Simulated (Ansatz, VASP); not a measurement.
**Two plane-wave programs on Be**

```
Be
1.0
     2.25642    0.00000    0.00000
    -1.12821    1.95411    0.00000
     0.00000    0.00000   16.12469
Be
9
Direct
  0.00000 0.00000 0.00000
  0.33333 0.66667 0.11174
  0.00000 0.00000 0.22160
  0.33333 0.66667 0.33333
  0.66667 0.33333 0.44507
  0.33333 0.66667 0.55493
  0.66667 0.33333 0.66667
  0.00000 0.00000 0.77840
  0.66667 0.33333 0.88826
```

Alike in both runs: functional r2SCAN; k mesh 21 × 21 × 3; occupations gaussian, width 0.1 eV; no spin polarisation.

Ansatz relaxed the structure, and its values are those at the end. VASP's run is a single point on that final structure, the one shown.

|  | VASP | Ansatz |
| --- | --- | --- |
| version | VASP 6.6.1 | Ansatz 0.2.0 |
| potentials or method | VASP PAW PBE potentials, release 64 (Be) | scalar-relativistic, plane waves, PAW |
| plane-wave cutoff (eV) | 520 | 500 |
| valence electrons in the cell | 18 | 18 |

VASP gave:

- gap on the k mesh at the Fermi level (eV): none
- pressure (GPa): 0.2

Problem. Estimate Ansatz's values.

Solution. gap on the k mesh at the Fermi level (eV): none; pressure (GPa): 0.0.

A gap of «none» marks a metal or a gap that the smearing closes.

Caveats: the PAW data sets were made with another functional, which shifts forces and pressure a little (VASP).
